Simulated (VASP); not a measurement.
# A VASP 6.6.1 single-point calculation on SiC

INCAR

```
MAGMOM = 3 -3 3 3
PREC = Accurate
NBANDS = 16
EDIFF = 1E-7
SIGMA = 0.02
LREAL = .FALSE.
NELM = 58
ENCUT = 520
LASPH = .TRUE.
ISIF = 2
ISMEAR = -1
IBRION = -1
GGA = PE
ISPIN = 2
LCHARG = .FALSE.
NSW = 0
LWAVE = .FALSE.
```

KPOINTS

```
KPOINTS created by Atomic Simulation Environment
0
Gamma
15 15 8
0 0 0
```

POSCAR

```
Si C
 1.0000000000000000
     3.1580835113739250    0.0000000000000000    0.0000000000000000
    -1.5790417556869625    2.7349805481225813    0.0000000000000000
     0.0000000000000000    0.0000000000000000    5.0268932654000000
 Si  C
   2   2
Cartesian
 -0.0000000000000000  1.8233203654150540  2.5048894552885170
  1.5790417556869623  0.9116601827075270  5.0183360879885166
 -0.0000000000000000  1.8233203654150540  4.4070887846364810
  1.5790417556869623  0.9116601827075270  1.8936421519364817
```

The recommended PBE PAW datasets give the neutral cell 16 valence electrons.

Command

```
mpirun -np 1 vasp_std
```

Problem. How does this run end, and what does it give?

Solution. It converged. Results: pressure -6.6 GPa; largest force 0.04 eV/Å; magnetic moment of the cell 0.00 μB.

OSZICAR

```
N       E                     dE             d eps       ncg     rms          rms(c)
DAV:   1     0.332611845821E+02    0.33261E+02   -0.72993E+03 12288   0.864E+02
DAV:   2    -0.231049718304E+02   -0.56366E+02   -0.51480E+02 17504   0.156E+02
DAV:   3    -0.256943075239E+02   -0.25893E+01   -0.25780E+01 16048   0.311E+01
DAV:   4    -0.257148467014E+02   -0.20539E-01   -0.20536E-01 15408   0.337E+00
DAV:   5    -0.257150702708E+02   -0.22357E-03   -0.22356E-03 16248   0.333E-01    0.198E+01
DAV:   6    -0.299225880676E+02   -0.42075E+01   -0.10017E+01 16672   0.209E+01    0.704E+00
DAV:   7    -0.300679466049E+02   -0.14536E+00   -0.19781E+00 15088   0.842E+00    0.464E+00
DAV:   8    -0.300473198326E+02    0.20627E-01   -0.72297E-02 15912   0.203E+00    0.198E+00
DAV:   9    -0.300387336185E+02    0.85862E-02   -0.18808E-02 15520   0.970E-01    0.634E-01
DAV:  10    -0.300407386276E+02   -0.20050E-02   -0.66122E-03 14480   0.597E-01    0.167E-01
DAV:  11    -0.300409557835E+02   -0.21716E-03   -0.39760E-04 16472   0.146E-01    0.911E-02
DAV:  12    -0.300410729992E+02   -0.11722E-03   -0.13837E-04 14800   0.731E-02    0.452E-02
DAV:  13    -0.300411057436E+02   -0.32744E-04   -0.34019E-05 14768   0.400E-02    0.172E-02
DAV:  14    -0.300411087810E+02   -0.30374E-05   -0.60421E-06 15368   0.181E-02    0.661E-03
DAV:  15    -0.300411094276E+02   -0.64657E-06   -0.78800E-07 16272   0.657E-03    0.315E-03
DAV:  16    -0.300411096826E+02   -0.25496E-06   -0.17340E-07 12680   0.284E-03    0.929E-04
DAV:  17    -0.300411097683E+02   -0.85763E-07   -0.27094E-08  7096   0.115E-03
   1 F= -.30041110E+02 E0= -.30041110E+02  d E =-.880332E-12  mag=     0.0000
```

Standard output (part)

```
POSCAR found type information on POSCAR SiC
 POSCAR found :  2 types and       4 ions
 LDA part: xc-table for (Slater+PW92), standard interpolation
 POSCAR, INCAR and KPOINTS ok, starting setup
 WAVECAR not read
 entering main loop
```

For comparison, a separate PBE run of the intended cell, on usual settings and not on those above, gives a gap of 2.40 eV on its mesh and a pressure of -6.6 GPa.
